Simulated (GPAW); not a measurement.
Runs of GPAW 26.7.0 on GaN. Symmetry: F-43m, No. 216, cubic system. The conventional cell has a = 4.507 Å, b = 4.507 Å, c = 4.507 Å, α = 90.00°, β = 90.00°, γ = 90.00°. Around Ga (site symmetry -43m) lie 4 N at 1.95 Å. Around N (site symmetry -43m) lie 4 Ga at 1.95 Å. The cell is a database's computed one.

| task | level | potentials or basis | cell | k mesh | cutoff (eV) | smearing | maxiter | convergence | displacement | relaxed first | ecut relax | other keys | mesh quality | gap on the mesh (eV) | pressure (GPa) |
| --- | --- | --- | --- | --- | --- | --- | --- | --- | --- | --- | --- | --- | --- | --- | --- |
| Born charges | BLYP+D3 | PAW data sets generated in the run's folder for this functional, pw | relaxed | 5 × 5 × 5 | 680 | fermi-dirac 0.01 eV | 150 | tight_forces | 0.02 | cell | 800 | - | coarse | 1.60 | 0.0 |
| eps q | r2SCAN | GPAW PAW data sets (gpaw-data 1.2.1), pw | as given | 8 × 8 × 8 | 600 | fermi-dirac 0.001 eV | 150 | - | - | - | - | - | not flagged | 2.26 | - |
| single point | r2SCAN | GPAW PAW data sets (gpaw-data 1.2.1), pw | as given | 8 × 8 × 8 | 600 | fermi-dirac 0.01 eV | 150 | - | - | - | - | - | not flagged | 2.26 | -0.9 |
| phonons | SCAN+D3(BJ) | GPAW PAW data sets (gpaw-data 1.2.1), pw | relaxed | 10 × 10 × 10 | 780 | fermi-dirac 0.05 eV | 50 | density 1e-6 | 0.03 | cell | - | several, not listed | not flagged | (b) | 0.0 |
| single point | LDA | the program's PAW data sets (release 1.2.1) made for this functional, pw | as given | 8 × 8 × 8 | 600 | fermi-dirac 0.01 eV | 150 | - | - | - | - | - | not flagged | 1.84 | (a) |

Alike in all rows: no spin polarisation.

Estimate the missing entries.

(a) -5.1; (b) 2.11.

Caveats: some runs use coarse meshes; the cutoff is short for stress and forces, so pressures can be off by a GPa or more (some runs); the PAW data sets were made with another functional, which shifts forces and pressure a little (some runs); the LO-TO splitting is left out (some runs); response on these states lacks terms of the Hamiltonian (some runs).

A k mesh can miss the band edges, and the runs leave out spin-orbit coupling on Ga.

Runs at the PBE level aren't shown here.
